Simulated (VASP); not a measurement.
A run of VASP 6.6.1 is set up as follows.

Contents of INCAR:

```
ALGO     = Normal         # electronic algorithm
EDIFF    = 1E-7           # SCF threshold, eV
ENCUT    = 300            # plane-wave cutoff, eV
GGA      = PE             # functional
ISIF     = 2              # what is computed and relaxed
ISMEAR   = 0              # smearing method
LASPH    = T              # aspherical terms in the spheres
LCHARG   = F              # write CHGCAR
LREAL    = F              # projectors in reciprocal space
LWAVE    = F              # write WAVECAR
NBANDS   = 11             # bands
NELM     = 80             # most SCF steps
PREC     = Accurate       # precision mode
SIGMA    = 0.02           # smearing width, eV
```

The input KPOINTS:

```
k-points
0
Gamma
  8 8 8
```

POSCAR

```
AlP
1.0
    0.0000000000      2.7255000000      2.7255000000
    2.7255000000      0.0000000000      2.7255000000
    2.7255000000      2.7255000000      0.0000000000
Al P
1 1
Direct
    0.0000000000      0.0000000000      0.0000000000
    0.2500000000      0.2500000000      0.2500000000
```

Potentials or basis: VASP PAW PBE potentials, release 64 (Al, P).

Run with:

```sh
$ cat potpaw_PBE.64/Al/POTCAR potpaw_PBE.64/P/POTCAR > POTCAR
$ mpirun -np 1 vasp_std > vasp.out
```

Problem. Predict the pressure.

Solution. 2.5 GPa.

Problem. Estimate the band gap on the k mesh.

Solution. 1.57 eV, indirect (least direct gap 3.35 eV).

Caveat: the cutoff is under 1.25 times the usual one of these potentials, so pressure, stress and relaxed cells hold a basis-set (Pulay) error.

**Experimental background.**

A printed reference work, data compilation reports, for a bulk crystal of AlP at 4.2 K: band gap 2.505 eV (indirect).

Measured gap of AlP: 2.505 eV (indirect; 4.2 K; a printed reference work, data compilation). This calculation gives 1.57 eV (-0.93 eV). The value is that of PBE on a finite k mesh, which can miss the band edges, without temperature or zero-point motion. Semilocal functionals fall short of measured gaps as a rule.
